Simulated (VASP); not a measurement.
# InP (F-43m) in VASP: a series of runs, part 2 of 2

VASP 6.6.1.

### Step 3. Band structure, PBE

Contents of POSCAR:

```
InP
1.0
    0.0000000000      2.9305000000      2.9305000000
    2.9305000000      0.0000000000      2.9305000000
    2.9305000000      2.9305000000      0.0000000000
In P
1 1
Direct
    0.0000000000      0.0000000000      0.0000000000
    0.7500000000      0.7500000000      0.7500000000
```

Contents of INCAR.step1:

```
SYSTEM = InP
PREC = Accurate
ENCUT = 520
EDIFF = 1E-7
ISMEAR = -1
SIGMA = 0.05
LREAL = .FALSE.
LASPH = .TRUE.
NELM = 100
ALGO = Fast
ISIF = 2
LWAVE = .FALSE.
LCHARG = .TRUE.
GGA = PE
```

Contents of KPOINTS.step1:

```
regular mesh
0
G
  8 8 8
  0 0 0
```

Contents of INCAR.step2:

```
SYSTEM = InP
PREC = Accurate
ENCUT = 520
EDIFF = 1E-7
ISMEAR = 0
SIGMA = 0.05
LREAL = .FALSE.
LASPH = .TRUE.
NELM = 100
ALGO = Fast
ISIF = 2
LWAVE = .FALSE.
LCHARG = .FALSE.
GGA = PE
ICHARG = 11
```

Contents of KPOINTS.step2:

```
path GXWKGLUWLK,UX
15
line-mode
reciprocal
 0.0000000000  0.0000000000  0.0000000000  G
 0.5000000000  0.0000000000  0.5000000000  X

 0.5000000000  0.0000000000  0.5000000000  X
 0.5000000000  0.2500000000  0.7500000000  W

 0.5000000000  0.2500000000  0.7500000000  W
 0.3750000000  0.3750000000  0.7500000000  K

 0.3750000000  0.3750000000  0.7500000000  K
 0.0000000000  0.0000000000  0.0000000000  G

 0.0000000000  0.0000000000  0.0000000000  G
 0.5000000000  0.5000000000  0.5000000000  L

 0.5000000000  0.5000000000  0.5000000000  L
 0.6250000000  0.2500000000  0.6250000000  U

 0.6250000000  0.2500000000  0.6250000000  U
 0.5000000000  0.2500000000  0.7500000000  W

 0.5000000000  0.2500000000  0.7500000000  W
 0.5000000000  0.5000000000  0.5000000000  L

 0.5000000000  0.5000000000  0.5000000000  L
 0.3750000000  0.3750000000  0.7500000000  K

 0.6250000000  0.2500000000  0.6250000000  U
 0.5000000000  0.0000000000  0.5000000000  X
```

Potentials or basis: VASP PAW PBE potentials, release 64 (In_d, P).

Run with:

```
$ cat potpaw_PBE.64/In_d/POTCAR potpaw_PBE.64/P/POTCAR > POTCAR
$ cp INCAR.step1 INCAR
$ cp KPOINTS.step1 KPOINTS
$ mpirun -np 1 vasp_std > vasp.out
$ cp INCAR.step2 INCAR
$ cp KPOINTS.step2 KPOINTS
$ mpirun -np 1 vasp_std > vasp.out
```

OUTCAR:

```text
SYSTEM = InP
   PREC = Accurate
   ENCUT = 520
   EDIFF = 1E-7
   ISMEAR = 0
   LREAL = .FALSE.
   LASPH = .TRUE.
   NELM = 100
   ISIF = 2
   GGA = PE
   ICHARG = 11

 ion  position               nearest neighbor table
   1  0.000  0.000  0.000-   2 2.54   2 2.54   2 2.54   2 2.54
   2  0.750  0.750  0.750-   1 2.54   1 2.54   1 2.54   1 2.54

  LATTYP: Found a face centered cubic cell.
 ALAT       =     5.8610000000

  Lattice vectors:

 A1 = (   0.0000000000,   2.9305000000,   2.9305000000)
[... 565 lines left out ...]

------------------------ aborting loop because EDIFF is reached ----------------------------------------

  FORCE on cell =-STRESS in cart. coord.  units (eV):
  Direction    XX          YY          ZZ          XY          YZ          ZX
  --------------------------------------------------------------------------------------
  -------------------------------------------------------------------------------------
  Total        0.2206125      0.2206125      0.2206125     -0.0000000      0.0000000      0.0000000
  in kB        7.0223980      7.0223980      7.0223980     -0.0000000      0.0000000      0.0000000
  external PRESSURE =       7.0223980 kB  Pullay stress =       0.0000000 kB

 VOLUME and BASIS-vectors are now :
 -----------------------------------------------------------------------------
  energy-cutoff  :      520.00
  volume of cell :       50.33
      direct lattice vectors                 reciprocal lattice vectors
     0.000000000  2.930500000  2.930500000    -0.170619348  0.170619348  0.170619348
     2.930500000  0.000000000  2.930500000     0.170619348 -0.170619348  0.170619348
     2.930500000  2.930500000  0.000000000     0.170619348  0.170619348 -0.170619348

 POSITION                                       TOTAL-FORCE (eV/Angst)
 -----------------------------------------------------------------------------------
      0.00000      0.00000      0.00000        -0.000000     -0.000000     -0.000000
      4.39575      4.39575      4.39575         0.000000      0.000000      0.000000
 -----------------------------------------------------------------------------------
    total drift:                                0.000000      0.000000      0.000000

  FREE ENERGIE OF THE ION-ELECTRON SYSTEM (eV)
  ---------------------------------------------------
  free  energy   TOTEN  =        -8.5928498273 eV

  energy  without entropy=       -8.5928498273  energy(sigma->0) =       -8.59284983
```

OSZICAR.step1:

```text
N       E                     dE             d eps       ncg     rms          rms(c)
DAV:   1     0.114189506211E+03    0.11419E+03   -0.86044E+03   759   0.155E+03
DAV:   2    -0.270116031748E+00   -0.11446E+03   -0.11129E+03   779   0.335E+02
DAV:   3    -0.856889606408E+01   -0.82988E+01   -0.82331E+01  1009   0.936E+01
DAV:   4    -0.879185016101E+01   -0.22295E+00   -0.22278E+00   861   0.168E+01
DAV:   5    -0.880296801552E+01   -0.11118E-01   -0.11117E-01  1131   0.330E+00    0.568E+00
RMM:   6    -0.840497471221E+01    0.39799E+00   -0.57382E-01   890   0.743E+00    0.322E+00
RMM:   7    -0.838118053407E+01    0.23794E-01   -0.36754E-01   864   0.349E+00    0.133E+00
RMM:   8    -0.837882891182E+01    0.23516E-02   -0.35205E-02   954   0.309E+00    0.295E-01
RMM:   9    -0.838034751359E+01   -0.15186E-02   -0.17273E-02  1082   0.127E+00    0.155E-01
RMM:  10    -0.838065778120E+01   -0.31027E-03   -0.35991E-03  1143   0.629E-01    0.152E-01
RMM:  11    -0.838073010823E+01   -0.72327E-04   -0.43721E-04   993   0.231E-01    0.566E-02
RMM:  12    -0.838079952665E+01   -0.69418E-04   -0.17261E-04   975   0.133E-01    0.453E-02
RMM:  13    -0.838078886766E+01    0.10659E-04   -0.36856E-05  1090   0.680E-02    0.298E-02
RMM:  14    -0.838078739222E+01    0.14754E-05   -0.22427E-05  1092   0.348E-02    0.123E-02
RMM:  15    -0.838078800643E+01   -0.61421E-06   -0.59101E-06  1091   0.300E-02    0.932E-03
RMM:  16    -0.838078791093E+01    0.95499E-07   -0.13321E-06  1020   0.978E-03    0.440E-03
RMM:  17    -0.838078789831E+01    0.12617E-07   -0.37432E-07   689   0.530E-03
   1 F= -.83807879E+01 E0= -.83807854E+01  d E =-.494858E-05
```

Wall time 35 s (1 thread of Intel Xeon 6975P-C (Granite Rapids), shared host); peak memory 0.24 GiB.

Results:

```yaml
Band_gap_on_the_k_mesh: 0.71 eV, direct
Band_gap_along_the_path: 0.71 eV, direct
```

Levels at the corners of the path, in eV from the valence-band top:
```
point  band 7  band 8  band 9  band 10  band 11  band 12
    Γ    0.00    0.00    0.00     0.71     4.09     4.09
    X   -5.75   -2.32   -2.32     1.76     2.27     9.23
    X   -5.75   -2.32   -2.32     1.76     2.27     9.22
    W   -5.60   -2.95   -2.91     4.29     4.38     5.57
    W   -5.60   -2.95   -2.91     4.29     4.38     5.57
    K   -5.60   -3.30   -1.94     2.36     4.39     7.51
    K   -5.60   -3.30   -1.94     2.36     4.39     7.52
    Γ    0.00    0.00    0.00     0.71     4.09     4.09
    Γ    0.00    0.00    0.00     0.71     4.09     4.09
    L   -5.73   -0.97   -0.97     1.50     4.81     4.81
    L   -5.73   -0.97   -0.97     1.50     4.81     4.81
    U   -5.60   -3.30   -1.94     2.36     4.39     7.51
    U   -5.60   -3.30   -1.94     2.36     4.39     7.51
    W   -5.60   -2.95   -2.91     4.29     4.38     5.57
    W   -5.60   -2.95   -2.91     4.29     4.38     5.57
    L   -5.73   -0.97   -0.97     1.50     4.81     4.81
    L   -5.73   -0.97   -0.97     1.50     4.81     4.81
    K   -5.60   -3.30   -1.94     2.36     4.39     7.52
    U   -5.60   -3.30   -1.94     2.36     4.39     7.51
    X   -5.75   -2.32   -2.32     1.76     2.27     9.21
```

Caveat: the log is that of the step along the path at fixed density, whose energy, stress, charges and moments have no meaning; spin-orbit coupling is left out, which moves the levels of the heavy elements.

### Step 4. Band structure, PBE

Contents of INCAR:

```
ALGO = Normal
EDIFF = 1E-7
ENCUT = 600
GGA = PE
ISIF = 2
ISMEAR = -1
LASPH = T
LCHARG = F
LREAL = F
LWAVE = F
NELM = 80
PREC = Accurate
SIGMA = 0.05
```

Contents of KPOINTS:

```
k-points
0
Gamma
  8 8 8
```

POSCAR is that of step 3.

Contents of KPOINTS_OPT:

```
path GXWKGLUWLK,UX
20
line-mode
reciprocal
 0.0000000000  0.0000000000  0.0000000000  G
 0.5000000000  0.0000000000  0.5000000000  X

 0.5000000000  0.0000000000  0.5000000000  X
 0.5000000000  0.2500000000  0.7500000000  W

 0.5000000000  0.2500000000  0.7500000000  W
 0.3750000000  0.3750000000  0.7500000000  K

 0.3750000000  0.3750000000  0.7500000000  K
 0.0000000000  0.0000000000  0.0000000000  G

 0.0000000000  0.0000000000  0.0000000000  G
 0.5000000000  0.5000000000  0.5000000000  L

 0.5000000000  0.5000000000  0.5000000000  L
 0.6250000000  0.2500000000  0.6250000000  U

 0.6250000000  0.2500000000  0.6250000000  U
 0.5000000000  0.2500000000  0.7500000000  W

 0.5000000000  0.2500000000  0.7500000000  W
 0.5000000000  0.5000000000  0.5000000000  L

 0.5000000000  0.5000000000  0.5000000000  L
 0.3750000000  0.3750000000  0.7500000000  K

 0.6250000000  0.2500000000  0.6250000000  U
 0.5000000000  0.0000000000  0.5000000000  X
```

Potentials or basis: VASP PAW PBE potentials, release 64 (In_d_GW, P_GW).

Run with:

```
$ cat potpaw_PBE.64/In_d_GW/POTCAR potpaw_PBE.64/P_GW/POTCAR > POTCAR
$ mpirun -np 1 vasp_std > vasp.out
```

It took 81 s on 1 thread of Intel Xeon 6975P-C (Granite Rapids), shared host; peak memory 0.22 GiB.

It converged, with:

- Free energy: -8.3880 eV
- Pressure: 3.3 GPa
- Band gap on the k mesh: 0.71 eV, direct
- Band gap along the path: 0.71 eV, direct

Levels at the corners of the path, in eV from the valence-band top:
| point | band 7 | band 8 | band 9 | band 10 | band 11 | band 12 |
| --- | --- | --- | --- | --- | --- | --- |
| Γ | 0.00 | 0.00 | 0.00 | 0.71 | 4.09 | 4.09 |
| X | -5.75 | -2.32 | -2.32 | 1.76 | 2.27 | 9.31 |
| X | -5.75 | -2.32 | -2.32 | 1.76 | 2.27 | 9.22 |
| W | -5.60 | -2.95 | -2.91 | 4.29 | 4.38 | 5.57 |
| W | -5.60 | -2.95 | -2.91 | 4.29 | 4.38 | 5.57 |
| K | -5.61 | -3.30 | -1.94 | 2.36 | 4.39 | 7.51 |
| K | -5.61 | -3.30 | -1.94 | 2.36 | 4.39 | 7.51 |
| Γ | 0.00 | 0.00 | 0.00 | 0.71 | 4.09 | 4.09 |
| Γ | 0.00 | 0.00 | 0.00 | 0.71 | 4.09 | 4.09 |
| L | -5.73 | -0.97 | -0.97 | 1.50 | 4.81 | 4.81 |
| L | -5.73 | -0.97 | -0.97 | 1.50 | 4.81 | 4.81 |
| U | -5.61 | -3.30 | -1.94 | 2.36 | 4.39 | 7.51 |
| U | -5.61 | -3.30 | -1.94 | 2.36 | 4.39 | 7.51 |
| W | -5.60 | -2.95 | -2.91 | 4.29 | 4.38 | 5.57 |
| W | -5.60 | -2.95 | -2.91 | 4.29 | 4.38 | 5.57 |
| L | -5.73 | -0.97 | -0.97 | 1.50 | 4.81 | 4.81 |
| L | -5.73 | -0.97 | -0.97 | 1.50 | 4.81 | 4.81 |
| K | -5.61 | -3.30 | -1.94 | 2.36 | 4.39 | 7.53 |
| U | -5.61 | -3.30 | -1.94 | 2.36 | 4.39 | 7.51 |
| X | -5.75 | -2.32 | -2.32 | 1.76 | 2.27 | 9.27 |

Caveat: spin-orbit coupling is left out, which moves the levels of the heavy elements.

### Step 5. Band structure, PBE

POSCAR is that of step 4.

Contents of INCAR.step1:

```
SYSTEM = InP
ALGO = Normal
EDIFF = 1E-7
ENCUT = 550
GGA = PE
ISIF = 2
ISMEAR = -1
LASPH = .True.
LCHARG = .True.
LREAL = .False.
LWAVE = .False.
NBANDS = 16
NELM = 100
PREC = Accurate
SIGMA = 0.05
```

Contents of KPOINTS.step1:

```
k-points
0
Gamma
  8 8 8
  0 0 0
```

Contents of INCAR.step2:

```
SYSTEM = InP
ALGO = Normal
EDIFF = 1E-7
ENCUT = 550
GGA = PE
ICHARG = 11
ISIF = 2
ISMEAR = 0
LASPH = .True.
LCHARG = .False.
LREAL = .False.
LWAVE = .False.
NBANDS = 16
NELM = 100
PREC = Accurate
SIGMA = 0.05
```

KPOINTS.step2, as its differences from that of step 3:

```diff
@@ -1,3 +1,3 @@
 path GXWKGLUWLK,UX
-15
+10
 line-mode
```

Potentials or basis: VASP PAW PBE potentials, release 64 (In_d_GW, P_GW).

Run with:

```
$ cat potpaw_PBE.64/In_d_GW/POTCAR potpaw_PBE.64/P_GW/POTCAR > POTCAR
$ cp INCAR.step1 INCAR
$ cp KPOINTS.step1 KPOINTS
$ mpirun -np 1 vasp_std > vasp.out
$ cp INCAR.step2 INCAR
$ cp KPOINTS.step2 KPOINTS
$ mpirun -np 1 vasp_std > vasp.out
```

OUTCAR:

```text
SYSTEM = InP
   EDIFF = 1E-7
   ENCUT = 550
   GGA = PE
   ICHARG = 11
   ISIF = 2
   ISMEAR = 0
   LASPH = .True.
   LREAL = .False.
   NELM = 100
   PREC = Accurate

 ion  position               nearest neighbor table
   1  0.000  0.000  0.000-   2 2.54   2 2.54   2 2.54   2 2.54
   2  0.750  0.750  0.750-   1 2.54   1 2.54   1 2.54   1 2.54

  LATTYP: Found a face centered cubic cell.
 ALAT       =     5.8610000000

  Lattice vectors:

 A1 = (   0.0000000000,   2.9305000000,   2.9305000000)
 A2 = (   2.9305000000,   0.0000000000,   2.9305000000)
 A3 = (   2.9305000000,   2.9305000000,   0.0000000000)

Analysis of symmetry for initial positions (statically):
=====================================================================
 Subroutine PRICEL returns:
 Original cell was already a primitive cell.

 Routine SETGRP: Setting up the symmetry group for a
 face centered cubic supercell.

 Subroutine GETGRP returns: Found 24 space group operations
 (whereof 24 operations were pure point group operations)
 out of a pool of 48 trial point group operations.
[... 154 lines left out ...]
  free energy    TOTEN  =        -8.58373036 eV

  energy without entropy =       -8.58373036  energy(sigma->0) =       -8.58373036

 E-fermi :   4.1345     XC(G=0):  -9.3131

 val. band max:        3.9130979008   @ k =   0.0000   0.0000   0.0000
 cond. band min:       4.6231652727   @ k =   0.0000   0.0000   0.0000
 fundamental gap:      0.7100673719
 Fermi energy:         4.1344720642

 k-point     1 :       0.0000    0.0000    0.0000
  band No.  band energies     occupation
      1     -10.2896      2.00000
      2     -10.2896      2.00000
      3     -10.2896      2.00000
      4     -10.1360      2.00000
      5     -10.1360      2.00000
      6      -7.6052      2.00000
[... 433 lines left out ...]
      3     -10.1944      2.00000
      4     -10.1584      2.00000
      5     -10.1193      2.00000
      6      -5.1787      2.00000
[... 8 lines left out ...]
     15      14.8813      0.00000
     16      15.9935      0.00000

 [... further k-points ...]

------------------------ aborting loop because EDIFF is reached ----------------------------------------

  FORCE on cell =-STRESS in cart. coord.  units (eV):
  Direction    XX          YY          ZZ          XY          YZ          ZX
  --------------------------------------------------------------------------------------
  -------------------------------------------------------------------------------------
  Total        0.2138158      0.2138158      0.2138158     -0.0000000     -0.0000000      0.0000000
  in kB        6.8060520      6.8060520      6.8060520     -0.0000000     -0.0000000      0.0000000
  external PRESSURE =       6.8060520 kB  Pullay stress =       0.0000000 kB

 VOLUME and BASIS-vectors are now :
 -----------------------------------------------------------------------------
  energy-cutoff  :      550.00
  volume of cell :       50.33
      direct lattice vectors                 reciprocal lattice vectors
     0.000000000  2.930500000  2.930500000    -0.170619348  0.170619348  0.170619348
     2.930500000  0.000000000  2.930500000     0.170619348 -0.170619348  0.170619348
     2.930500000  2.930500000  0.000000000     0.170619348  0.170619348 -0.170619348

 POSITION                                       TOTAL-FORCE (eV/Angst)
 -----------------------------------------------------------------------------------
      0.00000      0.00000      0.00000        -0.000000     -0.000000      0.000000
      4.39575      4.39575      4.39575         0.000000      0.000000     -0.000000
 -----------------------------------------------------------------------------------
    total drift:                                0.000000      0.000000      0.000000

  FREE ENERGIE OF THE ION-ELECTRON SYSTEM (eV)
  ---------------------------------------------------
  free  energy   TOTEN  =        -8.5837303584 eV

  energy  without entropy=       -8.5837303584  energy(sigma->0) =       -8.58373036
```

OSZICAR.step1:

```text
N       E                     dE             d eps       ncg     rms          rms(c)
DAV:   1     0.115291573705E+03    0.11529E+03   -0.79285E+03  1240   0.461E+03
DAV:   2     0.203892793167E+01   -0.11325E+03   -0.10566E+03  1744   0.773E+02
DAV:   3    -0.840534953659E+01   -0.10444E+02   -0.10389E+02  1720   0.131E+02
DAV:   4    -0.878682191583E+01   -0.38147E+00   -0.38121E+00  1512   0.229E+01
DAV:   5    -0.881244622943E+01   -0.25624E-01   -0.25621E-01  1560   0.705E+00    0.676E+00
DAV:   6    -0.841210848440E+01    0.40034E+00   -0.64596E-01  1656   0.537E+01    0.367E+00
DAV:   7    -0.838672347774E+01    0.25385E-01   -0.21305E-01  1728   0.821E+00    0.188E+00
DAV:   8    -0.838804865263E+01   -0.13252E-02   -0.16737E-02  1464   0.746E+00    0.142E-01
DAV:   9    -0.838798870902E+01    0.59944E-04   -0.20158E-03  1568   0.341E+00    0.615E-02
DAV:  10    -0.838815953906E+01   -0.17083E-03   -0.29401E-04  1696   0.345E-01    0.224E-02
DAV:  11    -0.838820616680E+01   -0.46628E-04   -0.76739E-05  1360   0.237E-01    0.863E-03
DAV:  12    -0.838820635341E+01   -0.18661E-06   -0.69383E-06  1656   0.763E-02    0.695E-03
DAV:  13    -0.838820654070E+01   -0.18729E-06   -0.61886E-07  1576   0.222E-02    0.279E-03
DAV:  14    -0.838820685689E+01   -0.31619E-06   -0.24882E-07  1288   0.810E-03    0.616E-04
DAV:  15    -0.838820687216E+01   -0.15270E-07   -0.11750E-08  1072   0.204E-03
   1 F= -.83882069E+01 E0= -.83882043E+01  d E =-.507843E-05
```

Run time: 36 s. Hardware: 1 thread of Intel Xeon 6975P-C (Granite Rapids), shared host; peak memory 0.26 GiB.

What came out:

```yaml
Band_gap_on_the_k_mesh: 0.71 eV, direct
Band_gap_along_the_path: 0.71 eV, direct
```

Levels at the corners of the path, in eV from the valence-band top:
| point | band 7 | band 8 | band 9 | band 10 | band 11 | band 12 |
| --- | --- | --- | --- | --- | --- | --- |
| Γ | 0.00 | 0.00 | 0.00 | 0.71 | 4.09 | 4.09 |
| X | -5.75 | -2.32 | -2.32 | 1.77 | 2.27 | 9.21 |
| X | -5.75 | -2.32 | -2.32 | 1.77 | 2.27 | 9.21 |
| W | -5.60 | -2.95 | -2.91 | 4.29 | 4.38 | 5.57 |
| W | -5.60 | -2.95 | -2.91 | 4.29 | 4.38 | 5.57 |
| K | -5.61 | -3.30 | -1.94 | 2.36 | 4.39 | 7.50 |
| K | -5.61 | -3.30 | -1.94 | 2.36 | 4.39 | 7.50 |
| Γ | 0.00 | 0.00 | 0.00 | 0.71 | 4.09 | 4.09 |
| Γ | 0.00 | 0.00 | 0.00 | 0.71 | 4.09 | 4.09 |
| L | -5.73 | -0.97 | -0.97 | 1.50 | 4.81 | 4.81 |
| L | -5.73 | -0.97 | -0.97 | 1.50 | 4.81 | 4.81 |
| U | -5.61 | -3.30 | -1.94 | 2.36 | 4.39 | 7.50 |
| U | -5.61 | -3.30 | -1.94 | 2.36 | 4.39 | 7.50 |
| W | -5.60 | -2.95 | -2.91 | 4.29 | 4.38 | 5.57 |
| W | -5.60 | -2.95 | -2.91 | 4.29 | 4.38 | 5.57 |
| L | -5.73 | -0.97 | -0.97 | 1.50 | 4.81 | 4.81 |
| L | -5.73 | -0.97 | -0.97 | 1.50 | 4.81 | 4.81 |
| K | -5.61 | -3.30 | -1.94 | 2.36 | 4.39 | 7.50 |
| U | -5.61 | -3.30 | -1.94 | 2.36 | 4.39 | 7.50 |
| X | -5.75 | -2.32 | -2.32 | 1.77 | 2.27 | 9.21 |

Caveat: the log is that of the step along the path at fixed density, whose energy, stress, charges and moments have no meaning; spin-orbit coupling is left out, which moves the levels of the heavy elements.

### Step 6. Overview

| potentials or basis | cutoff (eV) | gap on the mesh (eV) |
| --- | --- | --- |
| VASP PAW PBE potentials, release 64 (In, P) | 500 | 0.77 |
| VASP PAW PBE potentials, release 64 (In_d, P) | 520 | 0.71 |
| VASP PAW PBE potentials, release 64 (In_d_GW, P_GW) | 600 | 0.71 |
| VASP PAW PBE potentials, release 64 (In_d_GW, P_GW) | 550 | 0.71 |

Alike in all rows: task band structure; level PBE; no spin polarisation; cell as given; k mesh 8 × 8 × 8; smearing fermi-dirac 0.05 eV.

Caveats: spin-orbit coupling is left out, which moves the levels of the heavy elements.

Total energies depend on the potentials used, so only differences within one code and one set of settings carry meaning.

### Step 7. How close it comes

Step 2. Against the measured gap of InP, 1.4236 eV (direct; 1.6 K; a printed reference work, data compilation), the calculated 0.77 eV is off by -0.65 eV. Spin-orbit coupling on In is left out. The value is that of PBE, without temperature or zero-point motion. Semilocal functionals fall short of measured gaps as a rule.

Step 3. A measured gap of InP is 1.4236 eV (direct; 1.6 K; a printed reference work, data compilation); the calculated 0.71 eV misses it by -0.71 eV. Spin-orbit coupling on In is left out. The value is that of PBE, without temperature or zero-point motion. Semilocal functionals fall short of measured gaps as a rule.

Step 4. Measured gap of InP: 1.4236 eV (direct; 1.6 K; a printed reference work, data compilation). This calculation gives 0.71 eV (-0.71 eV). Spin-orbit coupling on In is left out. The value is that of PBE, without temperature or zero-point motion. Semilocal functionals fall short of measured gaps as a rule.

Step 5. Measured gap of InP: 1.4236 eV (direct; 1.6 K; a printed reference work, data compilation). This calculation gives 0.71 eV (-0.71 eV). Spin-orbit coupling on In is left out. The value is that of PBE, without temperature or zero-point motion. Semilocal functionals fall short of measured gaps as a rule.
